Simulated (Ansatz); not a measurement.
BP, DFT, LDA, all-electron LAPW, scalar-relativistic (Ansatz 0.2.0), run on 1 thread of Arm Neoverse V2 on a shared host.

The geometry is COD entry 9008835, unchecked; take it as a test cell. The listed cell was then made from it by scaling, straining or moving an atom.

Command: `ansatz run input.yaml --threads 1 --pin off --max-ram 3072MiB --backend cpu --events-out ev --progress --plain --runs-dir out`

```yaml
crystal:
  lattice:
    - [0.0, 2.31438, 2.269]
    - [2.31438, 0.0, 2.269]
    - [2.31438, 2.31438, 0.0]
  atoms:
    - { symbol: B, position: [0.0, 0.0, 0.0] }
    - { symbol: P, position: [0.75, 0.75, 0.75] }
kpoints:
  mp_grid: { grid: [15, 15, 15] }
  band_path:
    path:
      - [0.0, 0.0, 0.0]
      - [0.0, 0.5, 0.5]
      - [0.25, 0.75, 0.5]
      - [0.0, 0.5, 0.0]
      - [0.0, 0.0, 0.0]
      - [0.5, 0.5, 0.0]
      - [0.38005, 0.61995, 0.0]
      - [-0.38005, 0.38005, 0.0]
      - [0.0, 0.0, 0.0]
    npoints: 5
scf:
  occupations: { method: fermi_dirac, width: 0.05 }
hamiltonian:
  xc: lda
  pseudopotentials: { kind: all_electron, lapw: { basis_error: 0.001 } }
output:
  forces: true
  stress: true
  eigenvalues: true
```

(1) How large is the problem that the program sets up?

(2) Estimate the wall time and the peak memory.

Results:

(1) 288 irreducible k-points, 259 plane waves at Γ, 13 bands.

(2) 35 s of wall time for 6 SCF iterations, with a peak of 0.4 GiB. Times on shared machines scatter by tens of per cent.
